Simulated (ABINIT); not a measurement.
Crystal: LiH.

```xyz
2
Lattice="0.0000 2.0368 2.0368 2.0368 0.0000 2.0368 2.0368 2.0368 0.0000" Properties=species:S:1:pos:R:3 pbc="T T T"
Li    0.0000    0.0000    0.0000
H     2.0368    2.0368    2.0368
```

Program: ABINIT 10.8.3 (patched build). Alike in all runs: no spin polarisation; cell as given.

**Question.** Order these runs on this cell by their band gap on the k mesh, lowest first.
A. level PBE0; potentials or basis SG15 NC PBE v1.2; k mesh 8 × 8 × 8; cutoff (eV) 707; smearing fixed; most SCF steps 60
B. level LDA; potentials or basis JTH PAW LDA v2.0; k mesh 11 × 11 × 11; cutoff (eV) 680; smearing fermi-dirac 0.05 eV; fine-grid cutoff 1278.94 eV
C. level TB-mBJ; potentials or basis JTH PAW LDA v2.0; k mesh 11 × 11 × 11; cutoff (eV) 816; smearing fermi-dirac 0.05 eV; fine-grid cutoff 1414.99 eV
D. level r2SCAN; potentials or basis JTH PAW PBE v2.0; k mesh 11 × 11 × 11; cutoff (eV) 816; smearing fermi-dirac 0.05 eV; fine-grid cutoff 1414.99 eV

**Answer.** B (2.84 eV), D (3.84 eV), A (4.68 eV), C (5.18 eV).

Caveats: the mesh misses the band edges, which the band path finds closer together (some runs); the constant c of TB-mBJ comes from the pseudo density here, which moves gaps by up to 0.3 eV between sets of potentials (some runs).

A k mesh can miss the band edges, odd and even meshes differently.

Runs at the PBE level aren't shown here.
